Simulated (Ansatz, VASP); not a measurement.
# Two plane-wave programs on C

INCAR

```
SYSTEM = C
PREC = Accurate
ENCUT = 520
EDIFF = 1E-7
ISMEAR = -1
SIGMA = 0.05
LREAL = .False.
LASPH = .True.
NELM = 100
ALGO = Normal
ISIF = 2
LWAVE = .False.
LCHARG = .False.
NBANDS = 11
```

KPOINTS

```
Automatic mesh
0
Gamma
  14 14 14
  0 0 0
```

The input POSCAR:

```
C
1.0
    0.0000000000      1.7658874545      1.7658874545
    1.7658874545      0.0000000000      1.7658874545
    1.7658874545      1.7658874545      0.0000000000
C
2
Direct
    0.5000000000      0.5000000000      0.5000000000
    0.7500000000      0.7500000000      0.7500000000
```

Input for Ansatz:

```yaml
crystal:
  lattice:
    - [0.0, 1.7658874545, 1.7658874545]
    - [1.7658874545, 0.0, 1.7658874545]
    - [1.7658874545, 1.7658874545, 0.0]
  atoms:
    - { symbol: C, position: [0.5, 0.5, 0.5] }
    - { symbol: C, position: [0.75, 0.75, 0.75] }
hamiltonian:
  xc: lda
  pseudopotentials:
    kind: paw
    azcp:
      C: "pseudopotentials/C.paw.azcp"
basis:
  ecutwfc: 420
  fft_grid_basis: typed
kpoints:
  mp_grid: { grid: [14, 14, 14], shift: [0, 0, 0] }
magnetization:
  spin_polarized: false
scf:
  occupations: { method: fermi_dirac, width: 0.05 }
output:
  write_density: true
  write_potential: true
  elf: true
  volumetric_format: npy
```

This isn't the form of C at room conditions, which is graphite.

Alike in both runs: task single point; functional LDA; k mesh 14 × 14 × 14; occupations fermi-dirac, width 0.05 eV; no spin polarisation.

|  | VASP | Ansatz |
| --- | --- | --- |
| version | VASP 6.6.1 | Ansatz 0.2.0 |
| potentials or method | VASP PAW LDA potentials, release 64 (C) | plane waves (420 eV) with PAW, scalar-relativistic |
| plane-wave cutoff (eV) | 520 | 420 |
| valence electrons in the cell | 8 | 8 |

|  | VASP | Ansatz | Ansatz less VASP |
| --- | --- | --- | --- |
| gap on the k mesh at the Fermi level (eV) | 4.17 | 4.17 | +0.001 |

Ansatz warned: «pseudo_functional_mismatch».
